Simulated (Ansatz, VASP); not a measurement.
**One calculation of LiF, two programs**

```
Li F
1.0
     2.51626    0.00000    0.00000
     0.00000    2.51626    0.00000
     0.00000    0.00000    2.51626
Li F
1 1
Direct
  0.00000 0.00000 0.00000
  0.50000 0.50000 0.50000
```

Alike in both runs: task single point; functional LDA; k mesh 10 × 10 × 10; no spin polarisation.

```csv
,VASP,Ansatz
version,VASP 6.6.1,Ansatz 0.2.0
potentials or method,"VASP PAW LDA potentials, release 64 (Li_sv, F)","plane waves, PAW"
plane-wave cutoff (eV),520,420
occupations,"gaussian, width 0.01 eV",fixed
valence electrons in the cell,10,10
```

```tsv
	VASP	Ansatz	Ansatz less VASP
gap on the k mesh at the Fermi level (eV)	7.74	7.74	0.000
```

 A k mesh can miss the band edges.
